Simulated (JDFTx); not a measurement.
# Cr (Im-3m) in JDFTx: reference runs, part 2 of 2

JDFTx 1.7.0 (patched build). The steps go on from the part before.

## 8. Equation of state, PBEsol, collinear spin, ferromagnetic start, 13.35 Å³/atom (volume scaled by 1.02)

Cr.in

```
lattice \
   -2.8237813835     2.8237813835     2.8237813835 \
    2.8237813835    -2.8237813835     2.8237813835 \
    2.8237813835     2.8237813835    -2.8237813835
coords-type Lattice
ion Cr     0.0000000000     0.0000000000     0.0000000000 1

ion-species pseudo/Cr.upf
elec-cutoff 47
elec-ex-corr gga-PBEsol
kpoint-folding 12 12 12
elec-smearing Fermi 0.0018374661
elec-n-bands 14
spintype z-spin
initial-magnetic-moments Cr 3
elec-initial-magnetization 3 no
electronic-SCF nIterations 100 energyDiffThreshold 1e-09
electronic-minimize nIterations 30 energyDiffThreshold 1e-7
forces-output-coords Cartesian

dump-name run.$VAR
dump End Ecomponents EigStats BandEigs Kpoints Forces Stress
```

Potentials or basis: PseudoDojo-SR-PBEsol-0.4.1-standard with smoothed tails.

Command:

```console
jdftx -c 1 -i Cr.in -o Cr.out
```

What it wrote:

```text
*************** JDFTx 1.7.0 (patched build) ***************

Input parsed successfully to the following command list (including defaults):

basis kpoint-dependent
coords-type Lattice
core-overlap-check vector
coulomb-interaction Periodic
davidson-band-ratio 1.1
dump End Forces BandEigs EigStats Ecomponents Stress Kpoints
dump-name run.$VAR
elec-cutoff 47
elec-eigen-algo Davidson
elec-ex-corr gga-PBEsol
elec-initial-magnetization 3.000000 no
elec-n-bands 14 1
elec-smearing Fermi 0.00183747
electronic-minimize  \
	dirUpdateScheme      FletcherReeves \
	linminMethod         DirUpdateRecommended \
	nIterations          30 \
	history              15 \
	knormThreshold       0 \
	maxThreshold         no \
	energyDiffThreshold  1e-07 \
	nEnergyDiff          2 \
	convergeAll          no \
	alphaTstart          1 \
	alphaTmin            1e-10 \
	updateTestStepSize   yes \
	alphaTreduceFactor   0.1 \
	alphaTincreaseFactor 3 \
	nAlphaAdjustMax      3 \
	wolfeEnergy          0.0001 \
	wolfeGradient        0.9 \
	abortOnFailedStep    no \
	fdTest               no
electronic-scf  \
	nIterations	100 \
	energyDiffThreshold	1e-09 \
	residualThreshold	1e-07 \
	mixFraction	0.5 \
	qMetric	0.8 \
	history	10 \
	nEigSteps	2 \
	eigDiffThreshold	1e-08 \
	mixedVariable	Density \
	qKerker	0.8 \
	qKappa	-1 \
	verbose	no \
	mixFractionMag	1.5
exchange-regularization WignerSeitzTruncated
fluid None
fluid-ex-corr lda-TF lda-PZ
fluid-gummel-loop 10 1.000000e-05
fluid-minimize  \
	dirUpdateScheme      PolakRibiere \
	linminMethod         DirUpdateRecommended \
	nIterations          100 \
	history              15 \
	knormThreshold       0 \
	maxThreshold         no \
	energyDiffThreshold  0 \
	nEnergyDiff          2 \
	convergeAll          no \
	alphaTstart          1 \
	alphaTmin            1e-10 \
	updateTestStepSize   yes \
	alphaTreduceFactor   0.1 \
	alphaTincreaseFactor 3 \
	nAlphaAdjustMax      3 \
	wolfeEnergy          0.0001 \
	wolfeGradient        0.9 \
	abortOnFailedStep    no \
	fdTest               no
fluid-solvent H2O 55.338 ScalarEOS \
	epsBulk 78.4 \
	pMol 0.92466 \
	epsInf 1.77 \
	Pvap 1.06736e-10 \
	sigmaBulk 4.62e-05 \
	Rvdw 2.61727 \
	Res 1.42 \
	tauNuc 343133 \
	poleEl 15 7 1
forces-output-coords Cartesian
initial-magnetic-moments  \
	Cr 3
ion Cr   0.000000000000000   0.000000000000000   0.000000000000000 1
ion-species pseudo/Cr.upf
ion-width 0
ionic-minimize  \
	dirUpdateScheme      L-BFGS \
	linminMethod         DirUpdateRecommended \
	nIterations          0 \
	history              15 \
	knormThreshold       0.0001 \
	maxThreshold         no \
	energyDiffThreshold  1e-06 \
	nEnergyDiff          2 \
	convergeAll          no \
	alphaTstart          1 \
	alphaTmin            1e-10 \
	updateTestStepSize   yes \
[... 21 lines left out ...]
	maxThreshold         no \
	energyDiffThreshold  1e-06 \
	nEnergyDiff          2 \
	convergeAll          no \
	alphaTstart          1 \
	alphaTmin            1e-10 \
	updateTestStepSize   yes \
	alphaTreduceFactor   0.1 \
	alphaTincreaseFactor 3 \
	nAlphaAdjustMax      3 \
	wolfeEnergy          0.0001 \
	wolfeGradient        0.9 \
	abortOnFailedStep    no \
	fdTest               no
lcao-params -1 1e-06 0.00183747
pcm-variant GLSSA13
perturb-minimize  \
	nIterations            0 \
	algorithm              MINRES \
	residualTol            0.0001 \
	residualDiffThreshold  0.0001 \
	CGBypass               no \
	recomputeResidual      no
spintype z-spin
subspace-rotation-factor 1 yes
symmetries automatic
symmetry-threshold 0.0001

---------- Setting up symmetries ----------

Found 48 point-group symmetries of the bravais lattice
Found 48 space-group symmetries with basis
Applied RMS atom displacement 0 bohrs to make symmetries exact.

---------- Initializing the Grid ----------
R =
[     -2.82378      2.82378      2.82378  ]
[      2.82378     -2.82378      2.82378  ]
[      2.82378      2.82378     -2.82378  ]
unit cell volume = 90.0644
G =
[ -1.32228e-17    1.11255    1.11255  ]
[    1.11255 -1.32228e-17    1.11255  ]
[    1.11255    1.11255 -1.32228e-17  ]
Minimum fftbox size, Smin = [  32  32  32  ]
Chosen fftbox size, S = [  32  32  32  ]

---------- Exchange Correlation functional ----------
Initalized PBEsol GGA exchange.
Initalized PBEsol GGA correlation.

---------- Setting up pseudopotentials ----------
Width of ionic core gaussian charges (only for fluid interactions / plotting) set to 0

Reading pseudopotential file 'pseudo/Cr.upf':
  'Cr' pseudopotential, 'PBESOL' functional
  Generated using ONCVPSP code by D. R. Hamann
  14 valence electrons, 4 orbitals, 6 projectors, 1001 radial grid points, with lMax = 2
    3S    l: 0   occupation:  2.0   eigenvalue: -2.711048
    3P    l: 1   occupation:  6.0   eigenvalue: -1.666113
    3D    l: 2   occupation:  5.0   eigenvalue: -0.107633
    4S    l: 0   occupation:  1.0   eigenvalue: -0.147586
  Core radius for overlap checks: 1.64 bohrs.

Initialized 1 species with 1 total atoms.

Folded 1 k-points by 12x12x12 to 1728 k-points.

---------- Setting up k-points, bands, fillings ----------
Reduced to 72 k-points under symmetry.
Computing the number of bands and number of electrons
Calculating initial fillings.
nElectrons:  14.000000   nBands: 14   nStates: 144

----- Setting up reduced wavefunction bases (one per k-point) -----
average nbasis = 1386.494 , ideal nbasis = 1386.098

---------- Setting up ewald sum ----------
Optimum gaussian width for ewald sums = 1.763108 bohr.
Real space sum over 2197 unit cells with max indices [  6  6  6  ]
Reciprocal space sum over 2197 terms with max indices [  6  6  6  ]

---------- Allocating electronic variables ----------
Initializing wave functions:  linear combination of atomic orbitals
Note: number of bands (14) exceeds available atomic orbitals (10)
Cr (M=3) pseudo-atom majority spin occupations:   s ( 1 1 )  p ( 3 )  d ( 3.5 )
Cr (M=3) pseudo-atom minority spin occupations:   s ( 1 1 )  p ( 3 )  d ( 0.5 )
	FillingsUpdate:  mu: +0.438661346  nElectrons: 14.000000  magneticMoment: [ Abs: 0.94056  Tot: +0.92914 ]
LCAOMinimize: Iter:   0  F: -86.1977683076127619  |grad|_K:  4.610e-03  alpha:  1.000e+00
	FillingsUpdate:  mu: +0.590108783  nElectrons: 14.000000  magneticMoment: [ Abs: 1.14001  Tot: +1.14000 ]
LCAOMinimize: Iter:   1  F: -86.3397013600849448  |grad|_K:  7.541e-04  alpha:  3.860e-01  linmin: -3.822e-02  cgtest:  4.243e-01
LCAOMinimize: Encountered beta<0, resetting CG.
[... 13 lines of inner loops ...]
LCAOMinimize: Iter:   7  F: -86.3537752346463634  |grad|_K:  2.167e-07  alpha:  8.046e-01  linmin:  1.730e-04  cgtest:  1.110e-02
	FillingsUpdate:  mu: +0.600900258  nElectrons: 14.000000  magneticMoment: [ Abs: 0.00938  Tot: -0.00938 ]
LCAOMinimize: Iter:   8  F: -86.3537752353336145  |grad|_K:  9.783e-08  alpha:  1.039e+00  linmin:  6.935e-04  cgtest: -7.566e-04
LCAOMinimize: Converged (|Delta F|<1.000000e-06 for 2 iters).

-------- Electronic minimization -----------
Will mix electronic density at each iteration.
	FillingsUpdate:  mu: +0.600900258  nElectrons: 14.000000  magneticMoment: [ Abs: 0.00938  Tot: -0.00938 ]
	FillingsUpdate:  mu: +0.598259130  nElectrons: 14.000000  magneticMoment: [ Abs: 0.00938  Tot: -0.00938 ]
SCF: Cycle:  0   F: -86.362832353357831   dF: -9.057e-03   |Residual|: 4.570e-02   |deigs|: 4.916e-01
	FillingsUpdate:  mu: +0.604395333  nElectrons: 14.000000  magneticMoment: [ Abs: 0.00134  Tot: -0.00130 ]
SCF: Cycle:  1   F: -86.363665703284354   dF: -8.333e-04   |Residual|: 1.572e-02   |deigs|: 1.653e-02
	FillingsUpdate:  mu: +0.602306549  nElectrons: 14.000000  magneticMoment: [ Abs: 0.00036  Tot: -0.00029 ]
SCF: Cycle:  2   F: -86.363750161556396   dF: -8.446e-05   |Residual|: 7.743e-03   |deigs|: 3.783e-03
	FillingsUpdate:  mu: +0.602448132  nElectrons: 14.000000  magneticMoment: [ Abs: 0.00023  Tot: +0.00022 ]
SCF: Cycle:  3   F: -86.363757182937007   dF: -7.021e-06   |Residual|: 7.998e-04   |deigs|: 9.252e-04
	FillingsUpdate:  mu: +0.602308133  nElectrons: 14.000000  magneticMoment: [ Abs: 0.00019  Tot: -0.00015 ]
SCF: Cycle:  4   F: -86.363757344863970   dF: -1.619e-07   |Residual|: 6.465e-04   |deigs|: 6.296e-04
	FillingsUpdate:  mu: +0.602378956  nElectrons: 14.000000  magneticMoment: [ Abs: 0.00004  Tot: -0.00004 ]
SCF: Cycle:  5   F: -86.363757611418677   dF: -2.666e-07   |Residual|: 3.471e-05   |deigs|: 5.305e-04
	FillingsUpdate:  mu: +0.602383295  nElectrons: 14.000000  magneticMoment: [ Abs: 0.00001  Tot: +0.00000 ]
SCF: Cycle:  6   F: -86.363757616398544   dF: -4.980e-09   |Residual|: 3.939e-05   |deigs|: 4.472e-04
	FillingsUpdate:  mu: +0.602380090  nElectrons: 14.000000  magneticMoment: [ Abs: 0.00001  Tot: +0.00001 ]
SCF: Cycle:  7   F: -86.363757617618262   dF: -1.220e-09   |Residual|: 9.173e-06   |deigs|: 3.706e-04
	FillingsUpdate:  mu: +0.602378950  nElectrons: 14.000000  magneticMoment: [ Abs: 0.00000  Tot: +0.00000 ]
SCF: Cycle:  8   F: -86.363757617820696   dF: -2.024e-10   |Residual|: 2.117e-06   |deigs|: 3.551e-04
	FillingsUpdate:  mu: +0.602378975  nElectrons: 14.000000  magneticMoment: [ Abs: 0.00000  Tot: -0.00000 ]
SCF: Cycle:  9   F: -86.363757617860102   dF: -3.941e-11   |Residual|: 7.442e-07   |deigs|: 7.306e-04
SCF: Converged (|Delta E|<1.000000e-09 for 2 iters).

Setting wave functions to eigenvectors of Hamiltonian

# Stress tensor in Cartesian coordinates [Eh/a0^3]:
[   0.00118354            0            0  ]
[            0   0.00118354            0  ]
[            0            0   0.00118354  ]

# Ionic positions in lattice coordinates:
ion Cr   0.000000000000000   0.000000000000000   0.000000000000000 1

# Forces in Cartesian coordinates:
force Cr   0.000000000000000   0.000000000000000   0.000000000000000 1

# Energy components:
   Eewald =      -63.1502282959659524
       EH =       19.2534027456331636
     Eloc =      -63.7365134579144836
      Enl =       -6.4166017267842825
      Exc =      -12.9879637267389896
 Exc_core =        2.5287905574695051
       KE =       38.1456067784367363
-------------------------------------
     Etot =      -86.3635071258643165
       TS =        0.0002504919957804
-------------------------------------
        F =      -86.3637576178601023

IonicMinimize: Iter:   0  F: -86.363757617860102  |grad|_K:  0.000e+00
IonicMinimize: Converged (|grad|_K<1.000000e-04).

#--- Lowdin population analysis ---
# oxidation-state Cr +0.103
# magnetic-moments Cr -0.000

Dumping 'run.eigStats' ...
	eMin: -2.029844 at state 72 ( [ +0.000000 +0.000000 +0.000000 ] spin -1 )
	HOMO: +0.601891 at state 2 ( [ +0.000000 +0.000000 +0.166667 ] spin 1 )
	mu  : +0.602379
	LUMO: +0.605835 at state 77 ( [ +0.000000 +0.000000 +0.416667 ] spin -1 )
	eMax: +1.850590 at state 129 ( [ +0.250000 +0.250000 +0.250000 ] spin -1 )
	HOMO-LUMO gap: +0.003944
	Optical gap  : +0.011744 at state 59 ( [ +0.250000 +0.333333 -0.333333 ] spin 1 )
Done!
```

It took 44 s on 1 thread of Intel Xeon Platinum 8488C (Sapphire Rapids), shared host; peak memory 0.14 GiB.

Results:

```yaml
Free_energy: -2350.0776 eV
Pressure: -34.8 GPa
Band_gap_on_the_k_mesh: none (metal or under the smearing width)
Net_moment: 0.00 μB per cell
Absolute_moment: 0.00 μB per cell
```

Caveat: the cell as given lies far from equilibrium; the starting moments collapsed, and a magnetic state may lie lower.

## 9. Equation of state, PBEsol, collinear spin, ferromagnetic start, 13.61 Å³/atom (volume scaled by 1.04)

Cr.in: that of step 8 with these lines changed.

```diff
@@ -1,5 +1,5 @@
 lattice \
-   -2.8237813835     2.8237813835     2.8237813835 \
-    2.8237813835    -2.8237813835     2.8237813835 \
-    2.8237813835     2.8237813835    -2.8237813835
+   -2.8421181400     2.8421181400     2.8421181400 \
+    2.8421181400    -2.8421181400     2.8421181400 \
+    2.8421181400     2.8421181400    -2.8421181400
 coords-type Lattice
```

Potentials or basis: PseudoDojo-SR-PBEsol-0.4.1-standard with smoothed tails.

Command:

```console
jdftx -c 1 -i Cr.in -o Cr.out
```

Run time: 44 s. Hardware: 1 thread of Intel Xeon Platinum 8488C (Sapphire Rapids), shared host; peak memory 0.15 GiB.

The run converged. Its results:

```
Free energy            : -2350.0190 eV
Pressure               : -37.0 GPa
Band gap on the k mesh : none (metal or under the smearing width)
Net moment             : 0.00 μB per cell
Absolute moment        : 0.00 μB per cell
```

Caveat: the cell as given lies far from equilibrium; the starting moments collapsed, and a magnetic state may lie lower.

## 10. Equation of state, PBEsol, collinear spin, ferromagnetic start, 13.87 Å³/atom (volume scaled by 1.06)

Cr.in: that of step 9 with these lines changed.

```diff
@@ -1,5 +1,5 @@
 lattice \
-   -2.8421181400     2.8421181400     2.8421181400 \
-    2.8421181400    -2.8421181400     2.8421181400 \
-    2.8421181400     2.8421181400    -2.8421181400
+   -2.8602212913     2.8602212913     2.8602212913 \
+    2.8602212913    -2.8602212913     2.8602212913 \
+    2.8602212913     2.8602212913    -2.8602212913
 coords-type Lattice
```

Command:

```console
jdftx -c 1 -i Cr.in -o Cr.out
```

It took 45 s on 1 thread of Intel Xeon Platinum 8488C (Sapphire Rapids), shared host; peak memory 0.15 GiB.

The run converged. Its results:

```
Free energy            : -2349.9571 eV
Pressure               : -38.9 GPa
Band gap on the k mesh : none (metal or under the smearing width)
Net moment             : 0.00 μB per cell
Absolute moment        : 0.00 μB per cell
```

Caveat: the cell as given lies far from equilibrium; the starting moments collapsed, and a magnetic state may lie lower.

## 11. Equation of state, PBEsol, collinear spin, ferromagnetic start

No new run: the results of the series are fitted here.

Results:

* Equilibrium volume: 11.15 Å³/atom (rough: see the caveat)
* Bulk modulus: 285 GPa (rough)

Energy against volume, from the lowest point:
```
volume (Å³/atom)  energy (meV/atom)
          12.299               0.00
          12.561              40.03
          12.823              85.63
          13.084             136.11
          13.346             190.91
          13.608             249.52
          13.870             311.42
```

Caveat: the minimum lies outside the volumes run.
